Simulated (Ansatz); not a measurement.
**Ge: further runs on the relaxed cell**

One table from this session's results is given with a row withheld; the runs are named, their logs left out.

Method: DFT r2SCAN, scalar-relativistic, plane waves, PAW, in Ansatz 0.2.0.

1 further run of the same task is left out (set aside as unsound or not needed).

### The system as given

It takes space group Fd-3m (No. 227, cubic). The conventional cell has a = 5.675 Å, b = 5.675 Å, c = 5.675 Å, α = 90.00°, β = 90.00°, γ = 90.00°. Ge (site symmetry -43m) has 4 Ge at 2.46 Å as nearest neighbours.

Coordinates:

```
Ge
1.0
     0.00000    2.83750    2.83750
     2.83750    0.00000    2.83750
     2.83750    2.83750    0.00000
Ge
2
Direct
  0.00000 0.00000 0.00000
  0.25000 0.25000 0.25000
```

It is the result of an earlier relaxation at this level (volume 22.85 Å³/atom; gap on the mesh: 0.35 eV).

The first run:

input.yaml

```yaml
crystal:
  lattice:
    - [0.0, 2.8375042044, 2.8375042044]
    - [2.8375042044, 0.0, 2.8375042044]
    - [2.8375042044, 2.8375042044, 0.0]
  atoms:
    - { symbol: Ge, position: [0.0, 0.0, 0.0] }
    - { symbol: Ge, position: [0.25, 0.25, 0.25] }
basis:
  ecutwfc: 500
kpoints:
  mp_grid: { grid: [12, 12, 12] }
  band_path:
    path:
      - [[0.0, 0.0, 0.0], [0.5, 0.0, 0.5], [0.625, 0.25, 0.625]]
      - [[0.375, 0.375, 0.75], [0.0, 0.0, 0.0], [0.5, 0.5, 0.5], [0.5, 0.25, 0.75], [0.5, 0.0, 0.5]]
    npoints: 14
hamiltonian:
  xc: r2scan
scf:
  occupations: { method: gaussian, width: 0.02 }
  n_extra_bands: 6
output:
  forces: true
  stress: true
  eigenvalues: true
  populations: true
  dos: { projected: true, de: 0.02, nscf_kmesh: { grid: [18, 18, 18] } }
  bader: true
  write_density: true
  write_potential: true
  elf: true
  volumetric_format: npy
```

Started as:

```bash
$ ansatz run input.yaml --threads 1 --pin off --max-ram 2560MiB --backend cpu --events-out ev --progress --plain --runs-dir out
```

Steps of the session up to this table: Bands, states and charges; Band edges anywhere in the zone; Eigenvalues a small step from each edge; The cell as listed, for comparison; Dielectric function, independent particles; Point at V/V0 = 0.97; The cell scaled to 1.03 of its volume; The cell scaled to 0.94 of its volume; The cell scaled to 1.06 of its volume; Point at V/V0 = 0.91; Point at V/V0 = 1.10; Point at V/V0 = 0.88.

One table of the session follows, with a row left open; its other results are not shown here.

It belongs to the step «Equation of state». 

```
volume (Å³/atom)  energy above the lowest point (meV/atom)  pressure (GPa)  gap on the mesh (eV)
          20.104                                      93.3           12.30                  0.61
          20.790                                         ?               ?                     ?
          21.475                                      20.6            5.11                  0.65
          22.161                                       4.9            2.33                  0.54
          22.846                                       0.0            0.00                  0.35
          23.531                                       4.3           -1.96                  0.07
          24.217                                      16.2           -3.57                  0.00
          25.131                                      41.9           -5.36                  0.00
```

**Question.** Estimate the row for volume (Å³/atom) = 20.790.

Worked estimate for «energy above the lowest point (meV/atom)». A straight line through the neighbours (20.104, 93.3) and (21.475, 20.6) gives 93.3 + (20.6 − 93.3) × (20.790 − 20.104) / (21.475 − 20.104) = 56.9; a parabola fitted to 3 rows on both sides gives 50.0.

As computed: energy above the lowest point (meV/atom): 49.3; pressure (GPa): 8.39; gap on the mesh (eV): 0.66. In «energy above the lowest point (meV/atom)» the line misses by +7.6 and the parabola by +0.7.
